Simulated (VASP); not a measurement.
Ca: relaxation of cell and atoms with LDA

Crystal: Ca.

```
CELL_PARAMETERS angstrom
0.00000 2.79420 2.79420
2.79420 0.00000 2.79420
2.79420 2.79420 0.00000
ATOMIC_POSITIONS crystal
Ca 0.00000 0.00000 0.00000
```

```yaml
Program: VASP 6.6.1
Task: relaxation of cell and atoms
Functional: LDA
Potentials_or_basis: VASP PAW LDA potentials, release 64 (Ca_sv)
Cutoff: 600 eV
k_mesh: 12 × 12 × 12
Occupations: methfessel-paxton, width 0.1 eV
Spin: no spin polarisation
Further_INCAR_settings: ALGO = Normal; EDIFF = 1e-06; IBRION = 2; EDIFFG = -0.01; NSW = 90; ISIF = 3
```

The relaxed volume is 37.95 Å³/atom. The relaxed cell is a = 3.772 Å, b = 3.772 Å, c = 3.772 Å, α = 60.00°, β = 60.00°, γ = 60.00° and the space group after relaxing (to 0.05 Å) is Fm-3m (No. 225). The energy gained by relaxing is 40.5 meV/atom, the ionic steps are 4 and the pressure after relaxing is 0.0 GPa. The band gap on the k mesh is none (metal or under the smearing width).

Step by step:
```tsv
step	energy change (eV)	largest force (eV/Å)	pressure (GPa)	volume (Å³)
1	0.0000	0.0000	-2.11	43.63
2	-0.0341	0.0000	-0.93	40.10
3	-0.0405	0.0000	-0.08	38.13
4	-0.0405	0.0000	0.01	37.95
```

Final structure:
```cif
data_structure
_symmetry_space_group_name_H-M 'P 1'
_symmetry_Int_Tables_number 1
_cell_length_a 3.7721
_cell_length_b 3.7721
_cell_length_c 3.7721
_cell_angle_alpha 60.000
_cell_angle_beta 60.000
_cell_angle_gamma 60.000
_cell_volume 37.95
loop_
_atom_site_label
_atom_site_type_symbol
_atom_site_fract_x
_atom_site_fract_y
_atom_site_fract_z
_atom_site_occupancy
Ca1 Ca 0.00000 0.00000 0.00000 1
```

Levels at points of the mesh, in eV from the Fermi level:
| k point | band 3 | band 4 | band 5 | band 6 | band 7 | band 8 |
| --- | --- | --- | --- | --- | --- | --- |
| (0.00, 0.00, 0.00) | -22.52 | -22.52 | -4.21 | 2.34 | 2.34 | 2.34 |
| (0.50, 0.00, 0.00) | -22.55 | -22.55 | -1.09 | -0.01 | 2.22 | 2.22 |
| (0.50, 0.50, 0.00) | -22.60 | -22.60 | -0.61 | 0.42 | 1.21 | 4.33 |

It took 22 s on 2 MPI ranks on Intel(R) Xeon(R) Platinum 8375C CPU @ 2.90GHz (Ice Lake), with other jobs on the host, peak memory 0.18 GiB a rank.

Caveat: the volume moved by -13 % from the deposited cell, more than functionals usually miss. Zero-point motion and thermal expansion aren't in these numbers.
